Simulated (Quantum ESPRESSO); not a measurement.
The system is W.

```
W
1.0
    -1.58234    1.58234    1.58234
     1.58234   -1.58234    1.58234
     1.58234    1.58234   -1.58234
W
1
Direct
  0.00000 0.00000 0.00000
```

Program: Quantum ESPRESSO 7.5. Alike in all runs: cell as given; smearing fermi-dirac 0.05 eV.

**Question.** Order these runs on this cell by their pressure, lowest first.
A. level PBEsol; potentials or basis GBRV 1.5 PBEsol; spin off; k mesh 12 × 12 × 12; cutoff (eV) 762; mesh quality not flagged
B. level PBE; potentials or basis PseudoDojo 0.4 FR PBE standard; spin SOC, no magnetisation; k mesh 4 × 4 × 4; cutoff (eV) 1007; mesh quality coarse
C. level LDA; potentials or basis PseudoDojo 0.4.1 SR LDA standard; spin off; k mesh 12 × 12 × 12; cutoff (eV) 952; form of the LDA correlation PW92; mesh quality not flagged

**Answer.** C (-9.8 GPa), A (-2.7 GPa), B (5.6 GPa).

Caveats: some runs use coarse meshes.

Not every run made on this cell is shown here.
